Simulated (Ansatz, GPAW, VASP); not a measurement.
One calculation of Mg, 3 ways

```
Mg
1.0
     3.20930    0.00000    0.00000
    -1.60465    2.77934    0.00000
     0.00000    0.00000    5.21030
Mg
2
Direct
  0.66667 0.33333 0.75000
  0.33333 0.66667 0.25000
```

Alike in all runs: task single point; functional PBE; k mesh 10 × 10 × 5; occupations gaussian, width 0.026 eV; no spin polarisation; no spin-orbit coupling. Pressure is positive in compression and, in plane waves, holds the error of the finite cutoff.

```csv
program and potentials,plane-wave cutoff (eV),notes,pressure (GPa)
"GPAW, GPAW PAW data sets (gpaw-data 1.2.1)",800,10 valence electrons an atom on average,?
"VASP, PBE PAW files Mg, 520 eV",520,2 valence electrons an atom on average,-0.57
"Ansatz, all-electron LAPW, scalar-relativistic",-,-,-0.46
```

Q: Estimate from the other rows what the run with GPAW, GPAW PAW data sets (gpaw-data 1.2.1) gave.

A: Pressure -0.52 GPa. The other rows, which needn't bracket it: pressure -0.57 to -0.46.
